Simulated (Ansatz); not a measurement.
Orbital character of the bands of KCl

```
CELL_PARAMETERS angstrom
3.63400 0.00000 0.00000
0.00000 3.63400 0.00000
0.00000 0.00000 3.63400
ATOMIC_POSITIONS crystal
K 0.00000 0.00000 0.00000
Cl 0.50000 0.50000 0.50000
```

Atoms are numbered in the order listed.

Conventional cell: a = 3.634 Å, b = 3.634 Å, c = 3.634 Å, α = 90.00°, β = 90.00°, γ = 90.00°. Around K (atom 1) lie 8 Cl at 3.15 Å. Around Cl (atom 2) lie 8 K at 3.15 Å.

The cell is COD entry 1000050, as deposited and not checked against the literature; nothing was relaxed.

Theory: DFT, PBE, all-electron LAPW, scalar-relativistic (Ansatz 0.2.0).

Numerical set-up: a Γ-centred 7×7×7 k mesh, Fermi–Dirac smearing of 0.02 eV, basis error target 0.5 meV/atom, no spin polarisation.

Weights are projections on a minimal set of Löwdin-orthogonalised atomic shells, summed over atoms of an element; the rest lies outside that basis, and weights on diffuse cation s shells are inflated where empty shells are missing from it. Energies are in eV from the valence-band top.

Points: Γ (0.000, 0.000, 0.000), M (0.500, 0.500, 0.000).

```json
{"state": "Γ, -12.91 eV", "character": "Cl 3s 71 %, K 4s 27 %"}
{"state": "Γ, -11.16 eV (×3)", "character": "K 3p 99 %"}
{"state": "Γ, -0.23 eV (×3)", "character": "?"}
{"state": "M, -12.53 eV", "character": "?"}
{"state": "M, -11.53 eV (×2)", "character": "?"}
{"state": "M, -11.06 eV", "character": "K 3p 100 %"}
{"state": "M, -1.45 eV (×2)", "character": "?"}
{"state": "M, 0.00 eV", "character": "Cl 3p 100 %"}
```

Task: Fill in "character" for the row "M, -12.53 eV".

Result: Cl 3s 100 %.

Task: Fill in "character" for the row "M, -1.45 eV (×2)".

Result: Cl 3p 97 %.

Task: What belongs in the row "M, -11.53 eV (×2)", column "character"?

Result: K 3p 97 %.

Task: Fill in "character" for the row "Γ, -0.23 eV (×3)".

Result: Cl 3p 99 %.
